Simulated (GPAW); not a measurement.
# Optical response of SrO

Wanted: where SrO starts to absorb, how strongly, and its refractive index. The cell comes from an older database entry, whose edges can differ from later determinations, mostly by under a per cent.

Method: DFT, PBE, plane-wave PAW (GPAW data sets), scalar-relativistic, RPA, optical limit, in GPAW 26.7.0.

The database entry behind the starting cell differs from later determinations by our own check (about 0.5 % short), so it need not match the best structure at ambient conditions.

### 1. Starting point

The structure is cubic, space group Fm-3m (No. 225). Conventional cell: a = 5.133 Å, b = 5.133 Å, c = 5.133 Å, α = 90.00°, β = 90.00°, γ = 90.00°. Nearest to Sr lie 6 O at 2.57 Å. O has 6 Sr at 2.57 Å nearest. Farther neighbours and most contacts between anions are not listed.

Coordinates:

```
Sr O
1.0
     0.00000    2.56630    2.56630
     2.56630    0.00000    2.56630
     2.56630    2.56630    0.00000
Sr O
1 1
Direct
  0.50000 0.50000 0.50000
  0.00000 0.00000 0.00000
```

### 2. Dielectric function, RPA

Local fields let the induced charge screen the field inside the cell, which as a rule lowers ε, most along directions where the density is uneven.

df.py

```python
from gpaw.response.df import DielectricFunction

df = DielectricFunction('full.gpw', frequencies={'type': 'nonlinear', 'domega0': 0.03, 'omega2': 8},
                        ecut=50,
                        eta=0.15,
                        nbands=26,
                        txt='df.txt')
for direction in ['x', 'z']:
    df.get_dielectric_function(xc='RPA', direction=direction, filename=f'df_{direction}.csv')
```

The run is started by

```
> OMP_NUM_THREADS=1 python df.py
```

Numbers of over 12 decimals in the logs are rounded to 6 here.

Output:

```text
Using integrator: PointIntegrator
NonLinearFrequencyDescriptor(from 0.000 to 67.159 eV, 501 points)
Nonperiodic BCs:  [False False False]
Using integrator: PointIntegrator
NonLinearFrequencyDescriptor(from 0.000 to 67.159 eV, 501 points)
Nonperiodic BCs:  [False False False]

Calculating chi0 body with:
    Ground state adapter containing:
    Number of spins: 1
    Number of kpoints: 1728
    Number of irreducible kpoints: 72
    Number of completely occupied states: 8
    Number of partially occupied states: 8

    Linear response parametrization:
    q_c: [0.0, 0.0, 0.0]
    Number of frequency points: 501
    Planewave cutoff: 50.0
    Number of bands: 26
    Number of planewaves: 27
    Broadening (eta): 0.15

Integrating chi0 body.

Symmetries of q_c:
    Direct symmetries (Uq -> q): 48
    Indirect symmetries (TUq -> q): 0
In total 48 allowed symmetries.

72 groups of equivalent kpoints. 95.833333% reduction.

Integral kind: spectral function

Calculating chi0 optical extensions with:
    Ground state adapter containing:
    Number of spins: 1
    Number of kpoints: 1728
    Number of irreducible kpoints: 72
    Number of completely occupied states: 8
    Number of partially occupied states: 8

    Linear response parametrization:
    Number of frequency points: 501
    Planewave cutoff: 50.0
    Number of bands: 26
    Number of planewaves: 27
    Broadening (eta): 0.15
Integrating chi0 head and wings.

Symmetries of q_c:
    Direct symmetries (Uq -> q): 48
    Indirect symmetries (TUq -> q): 0
In total 48 allowed symmetries.

72 groups of equivalent kpoints. 95.833333% reduction.

Integral kind: spectral function wings
```

The job ended after 5.1 s (1 thread of Arm Neoverse V2, shared host; peak memory 0.21 GiB).

This step gave:

- electronic dielectric constant ε∞, mean over x, y and z (by symmetry where fewer were run): 3.575
- main peak of Im epsilon, first axis: 9.379 eV

Some rows of df_x.csv (energy; Re and Im without local fields; Re and Im with them):

```text
0.000000, 3.854605, -0.000000, 3.575518, -0.000000
0.429336, 3.864060, 0.006668, 3.584103, 0.006054
0.878195, 3.894965, 0.014206, 3.612153, 0.012888
1.347938, 3.953326, 0.023551, 3.665072, 0.021340
1.840057, 4.050244, 0.036590, 3.752800, 0.033078
2.356191, 4.208645, 0.058230, 3.895723, 0.052414
2.898142, 4.489164, 0.108763, 4.147247, 0.097007
3.467895, 5.044838, 0.457797, 4.640669, 0.399128
4.067647, 4.914008, 1.335148, 4.572394, 1.175212
4.699832, 4.517894, 1.686964, 4.219230, 1.515800
5.367152, 4.314084, 2.124174, 4.023357, 1.935646
6.072622, 3.975917, 2.749779, 3.772335, 2.557049
6.819608, 3.891413, 3.018546, 3.695932, 2.822967
7.611886, 3.064106, 3.774089, 2.936950, 3.635005
8.453705, 2.287606, 3.032694, 2.031472, 2.957977
9.349861, 2.139790, 5.150767, 2.041058, 4.882766
10.305790, 0.330471, 3.314101, 0.204614, 3.102002
11.327680, -0.114556, 2.114675, -0.166113, 2.017637
12.422601, 0.483161, 0.884913, 0.298194, 0.856357
13.598673, 0.996777, 1.546884, 0.831130, 1.545654
```

Values under the direct gap are tails of Lorentzian lines. The Im ε, E ∥ x or z by photon energy; read off at these points:

```
photon energy (eV)  Im ε, E ∥ x or z
             0.000                 0
             0.250           0.00350
             0.500           0.00708
             0.750            0.0108
             1.000            0.0149
             1.250            0.0194
             1.500            0.0246
             1.750            0.0306
             2.000            0.0380
             2.250            0.0475
             2.500            0.0604
             2.750            0.0797
             3.000             0.114
             3.250             0.198
             3.500             0.438
             3.750             0.797
             4.000              1.14
             4.250              1.08
             4.500              1.86
             4.750              1.46
             5.000              1.80
             5.250              2.18
             5.500              1.94
             5.750              2.30
             6.000              2.59
             6.250              2.35
             6.500              2.66
             6.750              2.77
             7.000              2.94
             7.250              3.11
             7.500              3.51
             7.612              3.63
             7.750              3.38
             8.000              3.55
             8.250              3.33
             8.500              2.87
             8.750              2.76
             9.000              3.36
             9.250              4.46
             9.350              4.88
             9.500              4.66
             9.750              3.79
            10.000              3.52
            10.250              3.13
            10.500              2.97
            10.750              2.50
            11.000              2.29
            11.250              2.06
            11.500              1.71
            11.750              1.55
            12.000              1.23
            12.250             0.988
            12.500             0.820
            12.750             0.710
            13.000             0.753
            13.250              1.21
            13.425              1.61
            13.500              1.59
            13.750              1.53
```

Table of Re ε, E ∥ x or z by photon energy:

```
photon energy (eV)  Re ε, E ∥ x or z
               0.0              3.58
               0.5              3.59
               1.0              3.62
               1.5              3.69
               2.0              3.79
               2.5              3.95
               3.0              4.22
               3.5              4.67
               4.0              4.69
               4.5              4.65
               5.0              4.52
               5.5              4.20
               6.0              3.90
               6.5              3.99
               7.0              3.60
               7.5              3.26
               8.0              2.59
               8.5              2.07
               9.0              2.82
               9.5              1.06
              10.0             0.294
              10.5           -0.0342
              11.0           -0.0649
              11.5            -0.213
              12.0           -0.0659
              12.5             0.383
              13.0              1.04
              13.5             0.931
```

Refractive index n and extinction k against photon energy:

```
photon energy (eV)      n        k
               0.0   1.89        0
               0.5   1.89  0.00187
               1.0   1.90  0.00392
               1.5   1.92  0.00639
               2.0   1.95  0.00976
               2.5   1.99   0.0152
               3.0   2.05   0.0277
               3.5   2.16    0.101
               4.0   2.18    0.262
               4.5   2.20    0.423
               5.0   2.17    0.415
               5.5   2.10    0.462
               6.0   2.07    0.625
               6.5   2.09    0.634
               7.0   2.03    0.725
               7.5   2.01    0.874
               8.0   1.87    0.949
               8.5   1.67    0.858
               9.0   1.90    0.886
               9.5   1.71     1.36
              10.0   1.38     1.27
              10.5   1.21     1.23
              11.0   1.05     1.08
              11.5  0.868    0.983
              12.0  0.765    0.806
              12.5  0.802    0.511
              13.0   1.08    0.349
              13.5   1.18    0.676
```

Values under the direct gap are tails of Lorentzian lines. Im ε, E ∥ x or z against photon energy; read off at these points:

```
photon energy (eV)  without local fields  with local fields
              0.00                     0                  0
              0.50               0.00780            0.00708
              1.00                0.0164             0.0149
              1.50                0.0271             0.0246
              2.00                0.0421             0.0380
              2.50                0.0672             0.0604
              3.00                 0.128              0.114
              3.50                 0.503              0.438
              4.00                  1.31               1.14
              4.50                  2.08               1.86
              5.00                  2.01               1.80
              5.50                  2.17               1.94
              6.00                  2.79               2.59
              6.50                  2.87               2.66
              7.00                  3.13               2.94
              7.50                  3.70               3.51
              7.61                  3.77               3.63
              8.00                  3.70               3.55
              8.50                  2.96               2.87
              9.00                  3.60               3.36
              9.35                  5.15               4.88
              9.50                  4.84               4.66
             10.00                  3.70               3.52
             10.50                  3.17               2.97
             11.00                  2.44               2.29
             11.50                  1.77               1.71
             12.00                  1.24               1.23
             12.50                 0.856              0.820
             13.00                 0.819              0.753
             13.43                  1.64               1.61
             13.50                  1.60               1.59
```

The loss function −Im 1/ε at q → 0, E ∥ x or z has structure finer than the step of the table below, so its rows give means over 0.5 eV, whole bins alone (the curve runs from 0 to 14.0 eV). Peaks (eV: height): 12.42: 1.04.

Values under the direct gap are tails of Lorentzian lines. Loss function −Im 1/ε at q → 0, E ∥ x or z against energy loss; means over each step:

```
energy loss (eV)  loss function −Im 1/ε at q → 0, E ∥ x or z
             0.5                                      5.5e-4
             1.0                                     0.00114
             1.5                                     0.00181
             2.0                                     0.00266
             2.5                                     0.00392
             3.0                                     0.00672
             3.5                                      0.0208
             4.0                                      0.0451
             4.5                                      0.0675
             5.0                                      0.0793
             5.5                                      0.0948
             6.0                                       0.115
             6.5                                       0.121
             7.0                                       0.137
             7.5                                       0.158
             8.0                                       0.190
             8.5                                       0.220
             9.0                                       0.173
             9.5                                       0.207
            10.0                                       0.285
            10.5                                       0.346
            11.0                                       0.442
            11.5                                       0.570
            12.0                                       0.810
            12.5                                       0.963
            13.0                                       0.495
            13.5                                       0.455
```

From ε follow the optical constants at some laser and lamp lines:

```
wavelength (nm)     n      k  R (%)     1/α
           1064  1.91  0.005    9.8   18 µm
            800  1.92  0.007   10.0  9.5 µm
            633  1.94  0.009   10.3  5.3 µm
            532  1.97  0.013   10.7  3.3 µm
            450  2.02  0.020   11.4  1.8 µm
            405  2.06  0.031   12.1  1.0 µm
            365  2.14  0.075   13.3  386 nm
```

Below the direct gap, k and the depth come from the tails of the Lorentzian lines, not from transitions.

Rows near the edge hang on the gap, which this functional as a rule makes too small, and phonon-assisted absorption is left out.

### 3. Summary of results

```
electronic dielectric constant ε∞, mean over x, y and z (by symmetry where fewer were run) (RPA) : 3.58
main peak of Im epsilon, first axis                                                              : 9.38 eV
```

**Reading.** At this level (PBE, RPA) SrO has ε∞ = 3.58 and n = 1.90 at 1550 nm, and Im ε peaks at 9.4 eV. Local fields change the static value along x from 3.85 to 3.58 (-7 %). Distinct maxima of Im ε, read by a parabola through the highest points, lie at 6.00 eV (2.6), 7.61 eV (3.6), 8.02 eV (3.6) and 9.38 eV (4.9). Excitons and phonon-assisted transitions are missing; PBE gaps are as a rule too small, which pulls the onset down and ε∞ up. The sum runs over mesh points, so small or evenly spaced maxima can still be ripples of the mesh. In this version of GPAW the matrix elements of the optical limit are incomplete, which can lower ε − 1 by up to a tenth where first-row anions or d states rule, and shift it by more in d metals.

[Machine, clock and banner lines and Python warnings are left out of the logs.]

[Logs are printed without paths, hosts, clocks, repeated set-up lines and the standing remarks that a program may print on its own settings, such as how far it seeks lower states.]

[Hosts, paths, dates, database ids (printed as entryN), source tags and the programs' standing remarks are cut or masked in the printed files.]
